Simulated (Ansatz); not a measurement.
Runs of Ansatz 0.2.0 on Nb. It takes space group Fm-3m (No. 225, cubic). The conventional cell has a = 4.230 Å, b = 4.230 Å, c = 4.230 Å, α = 90.00°, β = 90.00°, γ = 90.00°. Around Nb (site symmetry m-3m) lie 12 Nb at 2.99 Å. This isn't the form of Nb at room conditions, which is bcc.

| task | level | cell | k mesh | atoms under strain | gap on the mesh (eV) | pressure (GPa) | relaxed volume (Å³/atom) |
| --- | --- | --- | --- | --- | --- | --- | --- |
| relaxation of cell and atoms | PBEsol+D3(BJ) | relaxed | 11 × 11 × 11 | - | none | 0.0 | 17.40 |
| elastic constants | PBEsol | as given | 8 × 8 × 8 | relaxed | none | (b) | - |
| relaxation of cell and atoms | revPBE+D4 | relaxed | 11 × 11 × 11 | - | none | 0.0 | 18.47 |
| relaxation of cell and atoms | revPBE+D3(BJ) | relaxed | 11 × 11 × 11 | - | none | 0.0 | 17.62 |
| relaxation of cell and atoms | RPBE+D4 | relaxed | 11 × 11 × 11 | - | none | 0.0 | (a) |

Alike in all rows: potentials or basis Ansatz PAW; no spin polarisation; cutoff (eV) 420; smearing fermi-dirac 0.05 eV.

Estimate the missing entries.

(a) 18.48; (b) -7.3.

Caveats: the PAW data sets come from PBE, with cores solved anew for the run's functional, which leaves a small shift of forces and pressure; the plane-wave basis is chosen anew once the cell has moved, so the energies of steps on either side of that aren't comparable (some runs); pairwise dispersion overbinds metals, which lowers pressure and volume (some runs); the cell is more than 3 GPa from zero pressure, which shifts response properties (some runs); the elastic tensor has a negative eigenvalue, so either the cell is unstable as it stands or the mesh is too thin (some runs).

A k mesh can miss the band edges, and the runs leave out spin-orbit coupling on Nb.

A gap of «none» marks a metal or a gap under the smearing width.

Runs at the PBE level aren't shown here.
